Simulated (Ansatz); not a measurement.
Base system: ZnTe in the zinc blende structure (space group F-43m, No. 216).

```
ZnTe
1.0
    0.00000     3.05670     3.05670
    3.05670     0.00000     3.05670
    3.05670     3.05670     0.00000
Te Zn
1 1
Direct
  0.75000   0.75000   0.75000
  0.00000   0.00000   0.00000
```

Cartesian axes are those of the cell as printed.

Calculations: r2SCAN (Ansatz, a quantum-chemistry and plane-wave program, PAW, without spin-orbit coupling).

Base values:

```
Property                         Value
-----------------------------  -------
Shortest interatomic distance  2.647 Å
```

One thing is altered: uniaxial stress, 3 GPa compression along x, with the cell and atoms free to relax against it.

How does this affect the strain response?

The strain response (xx, yy, zz) amounts to (−8.37, +3.27, +3.27) %.

How does this affect the shortest interatomic distance?

The shortest interatomic distance shrinks by 0.012 Å to 2.635 Å.

How does this affect the energy relative to the base?

The energy increases by 25 meV/atom.

Predict the new hole mass.

The hole mass amounts to 0.12 mₑ along x, 0.43 mₑ across (at Γ).

With Te present, leaving out spin-orbit coupling can change the band edges. The levels and masses belong to the bands next to the band gap. Effective masses come from finite differences of ±0.01 Å⁻¹. Beyond what the load breaks, stability against distortions was not tested.
